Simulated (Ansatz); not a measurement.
Write the native input for Ansatz 0.2.0 that does the following.

| Item | Value |
| --- | --- |
| Task | relaxation of cell and atoms |
| Functional | PBE |
| Dispersion | D4 |
| Potentials or basis | all-electron LAPW, scalar-relativistic |
| Basis error allowed | 0.001 eV/atom |
| k mesh | 9 × 9 × 9 |
| Occupations | fermi-dirac, width 0.05 eV |
| Spin | collinear spin, ferromagnetic start |
| Starting moments | [2.0, 1.0] μB |

The system is TiCo.

```
CELL_PARAMETERS angstrom
2.98611 0.00000 0.00000
0.00000 2.98611 0.00000
0.00000 0.00000 2.98611
ATOMIC_POSITIONS crystal
Co 0.50000 0.50000 0.50000
Ti 0.00000 0.00000 0.00000
```

The cell comes from a database or a generator and needn't be the stable form of this composition.

The input as run:

input.yaml

```yaml
crystal:
  lattice:
    - [2.98611099, 0.0, 0.0]
    - [0.0, 2.98611099, 0.0]
    - [0.0, 0.0, 2.98611099]
  atoms:
    - { symbol: Co, position: [0.5, 0.5, 0.5], spin: 2.0 }
    - { symbol: Ti, position: [0.0, 0.0, 0.0], spin: 1.0 }
kpoints:
  mp_grid: { grid: [9, 9, 9] }
scf:
  occupations: { method: fermi_dirac, width: 0.05 }
hamiltonian:
  xc: pbe
  dispersion: d4
  pseudopotentials: { kind: all_electron, lapw: { basis_error: 0.001 } }
magnetization:
  spin_polarized: true
output:
  forces: true
  stress: true
relax:
  f_tol: 0.02
  max_steps: 60
  cell: {}
```

Potentials or basis: all-electron LAPW, scalar-relativistic.

The run is started by

```sh
$ ansatz run input.yaml --threads 2 --pin off --max-ram 6144MiB --backend cpu --events-out ev --progress --plain --runs-dir out
```

Results of the run:

The relaxed volume is 12.99 Å³/atom and the relaxed cell is a = 2.961 Å, b = 2.961 Å, c = 2.961 Å, α = 90.00°, β = 90.00°, γ = 90.00°. The space group after relaxing (to 0.05 Å) is Pm-3m (No. 221) and the energy gained by relaxing is 4.3 meV/atom. The ionic steps are 4, the pressure after relaxing is 0.0 GPa and the net moment is 0.80 μB per cell. The absolute moment is 1.00 μB per cell and the site moments are Co +0.89; Ti -0.02 μB.

Run time: 81 s on 2 threads of AMD EPYC (Zen 3), with other jobs on the host, peak memory 0.47 GiB.
